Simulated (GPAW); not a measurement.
# ZrB2 (P6/mmm) in GPAW: relaxation of cell and atoms with PBEsol

Aim: the relaxation of cell and atoms of ZrB2 with PBEsol.

Everything below comes from runs of GPAW 26.7.0. Logs are shortened: lines on timing, memory, paths and dates and some standing lists are left out, and cuts for length are marked. The log counts tension as positive stress, the text compression.

**1. The crystal as given**

The structure is hexagonal, space group P6/mmm (No. 191). The conventional cell has a = 3.170 Å, b = 3.170 Å, c = 3.533 Å, α = 90.00°, β = 90.00°, γ = 120.00°. Around Zr (site symmetry 6/mmm) lie 12 B at 2.54 Å. B (site symmetry -6m2) is surrounded by 3 B at 1.83 Å.

**2. Relaxation of cell and atoms, PBEsol, target pressure 30 GPa, at which the enthalpy is minimised**

The input, run.py:

```python
from ase import Atoms
from ase.filters import FrechetCellFilter
from ase.io import write
from ase.optimize import BFGS
from ase.units import GPa
from gpaw import GPAW, PW, setup_paths

setup_paths.insert(0, '.')

atoms = Atoms(['Zr', 'B', 'B'],
              cell=[[3.17, 0.0, 0.0],
                    [-1.585, 2.74530053, 0.0],
                    [0.0, 0.0, 3.533]],
              scaled_positions=[[0.0, 0.0, 0.0],
                                [0.6666666667, 0.3333333333, 0.5],
                                [0.3333333333, 0.6666666667, 0.5]],
              pbc=True)

calc = GPAW(mode=PW(800),
            xc='PBEsol',
            kpts={'size': (7, 7, 6), 'gamma': True},
            occupations={'name': 'fermi-dirac', 'width': 0.05},
            nbands=20,
            convergence={'density': 1e-05, 'forces': 0.0001},
            maxiter=150,
            txt='gpaw.txt')
atoms.calc = calc
opt = BFGS(FrechetCellFilter(atoms, scalar_pressure=30 * GPa), trajectory='relax.traj', logfile='-')
done = opt.run(fmax=0.02, steps=60)
calc.write('gs.gpw')
write('result.traj', atoms)
print('Converged:', done)
print('Cell:', atoms.cell.cellpar().round(4))
print('Volume:', round(atoms.get_volume(), 4))
print(atoms.get_scaled_positions().round(5))
```

Potentials or basis: PAW data sets generated in the run's folder for this functional, pw.

Launch:

```
$ gpaw-setup -f PBEsol B Zr
$ OMP_NUM_THREADS=1 python run.py
```

gpaw.txt:

```text
__  _  _
 | _ |_)|_||  |
 |__||  | ||/\| - 26.7.0

Input parameters:
  mode=PW(ecut=800.0),
  convergence={'density': 1e-05, 'forces': 0.0001},
  kpts=MonkhorstPack(size=(7, 7, 6), gamma=True),
  maxiter=150,
  nbands=20,
  occupations=Occupations(name='fermi-dirac', width=0.05),
  xc=XC(name='PBEsol')

Diagonalizing LCAO Hamiltonian
Converting LCAO to pw mode

         B  B

       Zr

Atoms  # Å, Bohr magnetons
|   | symbol |         x |        y |        z |    initial magnetic moments |
|---|--------|-----------|----------|----------|-----------------------------|
| 0 |     Zr |  0.000000 | 0.000000 | 0.000000 | ( 0.0000,  0.0000,  0.0000) |
| 1 |      B |  1.585000 | 0.915100 | 1.766500 | ( 0.0000,  0.0000,  0.0000) |
| 2 |      B | -0.000000 | 1.830200 | 1.766500 | ( 0.0000,  0.0000,  0.0000) |

Unit cell  # Å
| periodic |         x |        y |        z |  lengths |     angles |
|----------|-----------|----------|----------|----------|------------|
|      yes |  3.170000 | 0.000000 | 0.000000 | 3.170000 |  90.000000 |
|      yes | -1.585000 | 2.745301 | 0.000000 | 3.170000 |  90.000000 |
|      yes |  0.000000 | 0.000000 | 3.533000 | 3.533000 | 120.000000 |
[... 213 lines left out ...]
|         15 |        17.005 |     0.000 |
|         16 |        19.691 |     0.000 |
|        ... |               |           |
|         19 |        31.346 |     0.000 |

No gap
No difference between direct/indirect transitions

Stress tensor  # eV/Ang^3
|         x |         y |        z |
|-----------|-----------|----------|
|  0.027807 | -0.000000 | 0.000000 |
| -0.000000 |  0.027807 | 0.000000 |
|  0.000000 |  0.000000 | 0.034850 |

Forces  # eV/Ang
|        x |        y |       z |
|----------|----------|---------|
|  0.00000 |  0.00000 | 0.00000 |  # Zr   0
| -0.00000 |  0.00000 | 0.00000 |  # B    1
|  0.00000 | -0.00000 | 0.00000 |  # B    2

Interpolating wave functions to new cell

         B  B

       Zr

Atoms  # Å, Bohr magnetons
|   | symbol |         x |        y |        z |    initial magnetic moments |
|---|--------|-----------|----------|----------|-----------------------------|
| 0 |     Zr | -0.000000 | 0.000000 | 0.000000 | ( 0.0000,  0.0000,  0.0000) |
| 1 |      B |  1.568452 | 0.905546 | 1.747456 | ( 0.0000,  0.0000,  0.0000) |
| 2 |      B | -0.000000 | 1.811092 | 1.747456 | ( 0.0000,  0.0000,  0.0000) |

Unit cell  # Å
| periodic |         x |        y |        z |  lengths |     angles |
|----------|-----------|----------|----------|----------|------------|
|      yes |  3.136904 | 0.000000 | 0.000000 | 3.136904 |  90.000000 |
|      yes | -1.568452 | 2.716638 | 0.000000 | 3.136904 |  90.000000 |
|      yes |  0.000000 | 0.000000 | 3.494912 | 3.494912 | 120.000000 |
[... 236 lines left out ...]
         B  B

       Zr

Atoms  # Å, Bohr magnetons
|   | symbol |         x |         y |         z |    initial magnetic moments |
|---|--------|-----------|-----------|-----------|-----------------------------|
| 0 |     Zr |  0.000000 | -0.000000 | -0.000000 | ( 0.0000,  0.0000,  0.0000) |
| 1 |      B |  1.520321 |  0.877758 |  1.690293 | ( 0.0000,  0.0000,  0.0000) |
| 2 |      B | -0.000000 |  1.755516 |  1.690293 | ( 0.0000,  0.0000,  0.0000) |

Unit cell  # Å
| periodic |         x |        y |        z |  lengths |     angles |
|----------|-----------|----------|----------|----------|------------|
|      yes |  3.040642 | 0.000000 | 0.000000 | 3.040642 |  90.000000 |
|      yes | -1.520321 | 2.633273 | 0.000000 | 3.040642 |  90.000000 |
|      yes |  0.000000 | 0.000000 | 3.380586 | 3.380586 | 120.000000 |
[... 237 lines left out ...]
         B  B

       Zr

Atoms  # Å, Bohr magnetons
|   | symbol |         x |         y |        z |    initial magnetic moments |
|---|--------|-----------|-----------|----------|-----------------------------|
| 0 |     Zr |  0.000000 | -0.000000 | 0.000000 | ( 0.0000,  0.0000,  0.0000) |
| 1 |      B |  1.525223 |  0.880588 | 1.694759 | ( 0.0000,  0.0000,  0.0000) |
| 2 |      B | -0.000000 |  1.761175 | 1.694759 | ( 0.0000,  0.0000,  0.0000) |

Unit cell  # Å
| periodic |         x |        y |         z |  lengths |     angles |
|----------|-----------|----------|-----------|----------|------------|
|      yes |  3.050445 | 0.000000 | -0.000000 | 3.050445 |  90.000000 |
|      yes | -1.525223 | 2.641763 |  0.000000 | 3.050445 |  90.000000 |
|      yes |  0.000000 | 0.000000 |  3.389518 | 3.389518 | 120.000000 |

Number of symmetries: 24
Symmetry operations  # r_c * U_cc + t_c -> r_c
|    | kind |            matrix            |
|----|------|------------------------------|
|  0 |  σ   |  1, 1, 0,  0,-1, 0,  0, 0, 1 |
|  1 |  C2  |  1, 1, 0,  0,-1, 0,  0, 0,-1 |
|  2 |  C6  |  1, 1, 0, -1, 0, 0,  0, 0, 1 |
|  3 |  S6  |  1, 1, 0, -1, 0, 0,  0, 0,-1 |
|  4 |  E   |  1, 0, 0,  0, 1, 0,  0, 0, 1 |
|  5 |  σ   |  1, 0, 0,  0, 1, 0,  0, 0,-1 |
|  6 |  σ   |  1, 0, 0, -1,-1, 0,  0, 0, 1 |
|  7 |  C2  |  1, 0, 0, -1,-1, 0,  0, 0,-1 |
|  8 |  σ   |  0, 1, 0,  1, 0, 0,  0, 0, 1 |
|  9 |  C2  |  0, 1, 0,  1, 0, 0,  0, 0,-1 |
| 10 |  C3  |  0, 1, 0, -1,-1, 0,  0, 0, 1 |
| 11 |  S3  |  0, 1, 0, -1,-1, 0,  0, 0,-1 |
| 12 |  C6  |  0,-1, 0,  1, 1, 0,  0, 0, 1 |
| 13 |  S6  |  0,-1, 0,  1, 1, 0,  0, 0,-1 |
[... 217 lines left out ...]
         B  B

       Zr

Atoms  # Å, Bohr magnetons
|   | symbol |         x |         y |        z |    initial magnetic moments |
|---|--------|-----------|-----------|----------|-----------------------------|
| 0 |     Zr |  0.000000 | -0.000000 | 0.000000 | ( 0.0000,  0.0000,  0.0000) |
| 1 |      B |  1.525483 |  0.880738 | 1.693807 | ( 0.0000,  0.0000,  0.0000) |
| 2 |      B | -0.000000 |  1.761476 | 1.693807 | ( 0.0000,  0.0000,  0.0000) |

Unit cell  # Å
| periodic |         x |        y |         z |  lengths |     angles |
|----------|-----------|----------|-----------|----------|------------|
|      yes |  3.050965 | 0.000000 | -0.000000 | 3.050965 |  90.000000 |
|      yes | -1.525483 | 2.642214 | -0.000000 | 3.050965 |  90.000000 |
|      yes |  0.000000 | 0.000000 |  3.387613 | 3.387613 | 120.000000 |

Number of symmetries: 24
Symmetry operations  # r_c * U_cc + t_c -> r_c
|    | kind |            matrix            |
|----|------|------------------------------|
|  0 |  σ   |  1, 1, 0,  0,-1, 0,  0, 0, 1 |
|  1 |  C2  |  1, 1, 0,  0,-1, 0,  0, 0,-1 |
|  2 |  C6  |  1, 1, 0, -1, 0, 0,  0, 0, 1 |
|  3 |  S6  |  1, 1, 0, -1, 0, 0,  0, 0,-1 |
|  4 |  E   |  1, 0, 0,  0, 1, 0,  0, 0, 1 |
|  5 |  σ   |  1, 0, 0,  0, 1, 0,  0, 0,-1 |
|  6 |  σ   |  1, 0, 0, -1,-1, 0,  0, 0, 1 |
|  7 |  C2  |  1, 0, 0, -1,-1, 0,  0, 0,-1 |
|  8 |  σ   |  0, 1, 0,  1, 0, 0,  0, 0, 1 |
|  9 |  C2  |  0, 1, 0,  1, 0, 0,  0, 0,-1 |
| 10 |  C3  |  0, 1, 0, -1,-1, 0,  0, 0, 1 |
| 11 |  S3  |  0, 1, 0, -1,-1, 0,  0, 0,-1 |
| 12 |  C6  |  0,-1, 0,  1, 1, 0,  0, 0, 1 |
| 13 |  S6  |  0,-1, 0,  1, 1, 0,  0, 0,-1 |
[... 199 lines left out ...]
Stress tensor  # eV/Ang^3
|         x |         y |         z |
|-----------|-----------|-----------|
| -0.191432 | -0.000000 |  0.000000 |
| -0.000000 | -0.191432 |  0.000000 |
|  0.000000 |  0.000000 | -0.177013 |

Forces  # eV/Ang
|        x |       y |       z |
|----------|---------|---------|
|  0.00000 | 0.00000 | 0.00000 |  # Zr   0
|  0.00000 | 0.00000 | 0.00000 |  # B    1
| -0.00000 | 0.00000 | 0.00000 |  # B    2

Interpolating wave functions to new cell

         B  B

       Zr

Atoms  # Å, Bohr magnetons
|   | symbol |         x |         y |         z |    initial magnetic moments |
|---|--------|-----------|-----------|-----------|-----------------------------|
| 0 |     Zr |  0.000000 | -0.000000 | -0.000000 | ( 0.0000,  0.0000,  0.0000) |
| 1 |      B |  1.528121 |  0.882261 |  1.687101 | ( 0.0000,  0.0000,  0.0000) |
| 2 |      B | -0.000000 |  1.764522 |  1.687101 | ( 0.0000,  0.0000,  0.0000) |

Unit cell  # Å
| periodic |         x |         y |         z |  lengths |     angles |
|----------|-----------|-----------|-----------|----------|------------|
|      yes |  3.056243 |  0.000000 | -0.000000 | 3.056243 |  90.000000 |
|      yes | -1.528121 |  2.646784 | -0.000000 | 3.056243 |  90.000000 |
|      yes | -0.000000 | -0.000000 |  3.374202 | 3.374202 | 120.000000 |

Number of symmetries: 24
Symmetry operations  # r_c * U_cc + t_c -> r_c
|    | kind |            matrix            |
|----|------|------------------------------|
|  0 |  σ   |  1, 1, 0,  0,-1, 0,  0, 0, 1 |
|  1 |  C2  |  1, 1, 0,  0,-1, 0,  0, 0,-1 |
|  2 |  C6  |  1, 1, 0, -1, 0, 0,  0, 0, 1 |
|  3 |  S6  |  1, 1, 0, -1, 0, 0,  0, 0,-1 |
|  4 |  E   |  1, 0, 0,  0, 1, 0,  0, 0, 1 |
|  5 |  σ   |  1, 0, 0,  0, 1, 0,  0, 0,-1 |
|  6 |  σ   |  1, 0, 0, -1,-1, 0,  0, 0, 1 |
|  7 |  C2  |  1, 0, 0, -1,-1, 0,  0, 0,-1 |
|  8 |  σ   |  0, 1, 0,  1, 0, 0,  0, 0, 1 |
|  9 |  C2  |  0, 1, 0,  1, 0, 0,  0, 0,-1 |
| 10 |  C3  |  0, 1, 0, -1,-1, 0,  0, 0, 1 |
| 11 |  S3  |  0, 1, 0, -1,-1, 0,  0, 0,-1 |
| 12 |  C6  |  0,-1, 0,  1, 1, 0,  0, 0, 1 |
| 13 |  S6  |  0,-1, 0,  1, 1, 0,  0, 0,-1 |
[... 200 lines left out ...]
Stress tensor  # eV/Ang^3
|         x |         y |         z |
|-----------|-----------|-----------|
| -0.187468 | -0.000000 |  0.000000 |
| -0.000000 | -0.187468 |  0.000000 |
|  0.000000 |  0.000000 | -0.187353 |

Forces  # eV/Ang
|       x |        y |       z |
|---------|----------|---------|
| 0.00000 |  0.00000 | 0.00000 |  # Zr   0
| 0.00000 |  0.00000 | 0.00000 |  # B    1
| 0.00000 | -0.00000 | 0.00000 |  # B    2

# Writing to gs.gpw (mode='')
```

Wall time 84 s (1 thread of Arm Neoverse V1, shared host); peak memory 0.23 GiB.

What came out:

* Free energy: -25.1757 eV
* Relaxed volume: 9.10 Å³/atom
* Relaxed cell: a = 3.056 Å, b = 3.056 Å, c = 3.374 Å, α = 90.00°, β = 90.00°, γ = 120.00°
* Space group after relaxing (to 0.05 Å): P6/mmm (No. 191)
* Energy change on relaxing (the enthalpy is what falls): +79.9 meV/atom
* Ionic steps: 6
* Pressure after relaxing: 30.0 GPa
* Band gap on the k mesh: none (metal or under the smearing width)

The path:
```csv
step,energy change (eV),largest force (eV/Å),pressure (GPa),volume (Å³)
1,0.0000,0.0000,-4.83,30.75
2,-0.0049,0.0000,3.03,29.78
3,0.2860,0.0000,33.17,27.07
4,0.2370,0.0000,29.83,27.31
5,0.2379,0.0000,29.90,27.31
6,0.2398,0.0000,30.03,27.29
```

Final structure:
```
CELL_PARAMETERS angstrom
3.05624 0.00000 0.00000
-1.52812 2.64678 0.00000
0.00000 0.00000 3.37420
ATOMIC_POSITIONS crystal
Zr 0.00000 0.00000 0.00000
B 0.66667 0.33333 0.50000
B 0.33333 0.66667 0.50000
```

Caveat: later steps reuse the first step's grids.
